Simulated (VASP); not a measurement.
## CdF2: single point with PBE+D3(BJ)

CdF2:

```
Cd F
1.0
     0.00000    2.72224    2.72224
     2.72224    0.00000    2.72224
     2.72224    2.72224    0.00000
Cd F
1 2
Direct
  0.00000 0.00000 0.00000
  0.25000 0.25000 0.25000
  0.75000 0.75000 0.75000
```

```yaml
Program: VASP 6.6.1
Task: single point
Functional: PBE
Dispersion: D3(BJ)
Potentials_or_basis: VASP PAW PBE potentials, release 64 (Cd, F)
Cutoff: 520 eV
k_mesh: 8 × 8 × 8
Occupations: gaussian, width 0.02 eV
Spin: no spin polarisation
```

```json
{"Pressure": "0.6 GPa", "Band gap on the k mesh": "2.96 eV, indirect (least direct gap 3.49 eV)", "Dispersion energy per atom": "-0.162 eV"}
```

Levels at points of the mesh, in eV from the valence-band top:
| k point | band 9 | band 10 | band 11 | band 12 | band 13 | band 14 | band 15 | band 16 | band 17 | band 18 |
| --- | --- | --- | --- | --- | --- | --- | --- | --- | --- | --- |
| (0.00, 0.00, 0.00) | -0.89 | -0.89 | -0.54 | -0.54 | -0.54 | 2.96 | 12.55 | 12.55 | 12.55 | 17.35 |
| (0.50, 0.00, 0.00) | -2.14 | -1.72 | -1.72 | -0.42 | -0.42 | 6.94 | 9.05 | 14.22 | 14.22 | 17.96 |
| (0.50, 0.50, 0.00) | -2.79 | -2.79 | -0.44 | -0.09 | -0.09 | 7.75 | 9.48 | 11.86 | 14.00 | 14.00 |

Wall time 28 s on 1 thread of Intel(R) Xeon(R) Platinum 8488C (Sapphire Rapids), on a shared host, peak memory 0.18 GiB.

A k mesh can miss the band edges. Expect the measured gap to be larger: semilocal functionals such as PBE lack the derivative discontinuity.
